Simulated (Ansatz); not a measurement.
## CsPbI3, pressure series

Consider CsPbI$_{3}$ in the cubic perovskite structure (space group Pm-3m, No. 221; a = 6.3905 Å).

Cell and atoms are relaxed at each pressure.

Computed with PBE in Ansatz (plane waves to 420 eV, PAW, without spin-orbit coupling).

```json
[
 {"variant": "base", "volume per atom": "52.20 Å³", "band gap": "1.48 eV"},
 {"variant": "pressure −2 GPa", "volume per atom": "___", "band gap": "___"},
 {"variant": "pressure −1 GPa", "volume per atom": "56.71 Å³", "band gap": "1.68 eV"},
 {"variant": "pressure 3 GPa", "volume per atom": "___", "band gap": "0.98 eV"},
 {"variant": "pressure 7 GPa", "volume per atom": "40.23 Å³", "band gap": "0.45 eV"},
 {"variant": "pressure 15 GPa", "volume per atom": "34.95 Å³", "band gap": "zero"},
 {"variant": "pressure 30 GPa", "volume per atom": "29.91 Å³", "band gap": "zero"},
 {"variant": "pressure 50 GPa", "volume per atom": "26.32 Å³", "band gap": "zero"},
 {"variant": "pressure 75 GPa", "volume per atom": "23.62 Å³", "band gap": "zero"},
 {"variant": "pressure 100 GPa", "volume per atom": "21.79 Å³", "band gap": "zero"}
]
```

**Question.** Fill in the withheld entries from the trend.

**Answer.** 
- pressure −2 GPa, volume per atom: 66.16 Å³
- pressure −2 GPa, band gap: 1.84 eV
- pressure 3 GPa, volume per atom: 45.14 Å³

The mesh was chosen for an insulator and is coarse for the gapless case. Spin-orbit coupling, missing from the scalar runs, can matter with I and Pb. Load acts through the strain it causes; cell and atoms are relaxed under it. Whether these cells are dynamically stable was not tested. Competing high-pressure phases were not computed. The final runs are not spin-polarised. Many cubic perovskites are stable only at high temperature; tilts and polar distortions were not tested. This is not the structure that CsPbI3 has at room temperature and ambient pressure. A zero or small gap of CsPbI3 under pressure 15 GPa, CsPbI3 under pressure 30 GPa, CsPbI3 under pressure 50 GPa and CsPbI3 under pressure 75 GPa can be the functional's error rather than a property of the material.

Ansatz is an electronic-structure program.
